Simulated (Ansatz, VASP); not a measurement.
Two plane-wave programs on AlCo

```
Al Co
1.0
     2.81940    0.00000    0.00000
     0.00000    2.81940    0.00000
     0.00000    0.00000    2.81940
Al Co
1 1
Direct
  0.00000 0.00000 0.00000
  0.50000 0.50000 0.50000
```

The cell is a database's computed one.

Alike in both runs: task single point; functional LDA; k mesh 6 × 6 × 6; occupations gaussian, width 0.1 eV; no spin polarisation.

```csv
,VASP,Ansatz
version,VASP 6.6.1,Ansatz 0.2.0
potentials or method,"VASP PAW LDA potentials, release 64 (Al, Co)","scalar-relativistic, plane waves, PAW"
plane-wave cutoff (eV),520,420
valence electrons in the cell,12,20
```

|  | VASP | Ansatz | Ansatz less VASP |
| --- | --- | --- | --- |
| gap on the k mesh at the Fermi level (eV) | none | none | - |
| pressure (GPa) | -4.8 | -5.1 | -0.30 |

A gap of «none» marks a metal or a gap that the smearing closes. The two sets of potentials don't hold the same shells in valence.

Caveats: the k mesh is coarse (spacing up to 0.37 Å⁻¹), so the values aren't converged. Spin polarisation is off, so any magnetic state and its effect on volume and gap are missing.
